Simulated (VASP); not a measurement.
Crystal: TaS2.

```
Ta S
1.0
     3.35000    0.00000    0.00000
    -1.67500    2.90119    0.00000
     0.00000    0.00000    5.86000
Ta S
1 2
Cartesian
  0.0000 0.0000 0.0000
  0.0000 1.9341 1.4650
  1.6750 0.9671 4.3950
```

Base run:

* Program: VASP 6.6.1
* Functional: r2SCAN
* Potentials or basis: VASP PAW PBE potentials, release 64 (Ta_pv, S)
* Cutoff: 520 eV
* k mesh: 7 × 7 × 3
* Occupations: gaussian, width 0.05 eV
* Spin: collinear spin, ferromagnetic start
* Starting moments: [0.5, 0.0, 0.0] μB
* Hubbard terms: Ta d U = 8 eV

Its results: pressure 19.0 GPa; site moments Ta +0.56; S -0.03 μB; largest force 1.763 eV/Å.

Problem. The run is repeated on the same cell with these changes: further incar settings from ALGO = Normal; EDIFF = 1e-07 to ALGO = Normal; EDIFF = 1e-06; NBANDS = 22; fixed moment from none to 2 μB. What comes out?

Solution. Pressure 22.1 GPa; site moments Ta +1.01; S +0.18 μB; largest force 2.278 eV/Å.

Caveats: the PAW data sets were made with another functional, which shifts forces and pressure a little; the moment is held away from its start (some runs); the total moment is fixed, so each spin has its own Fermi level (some runs).
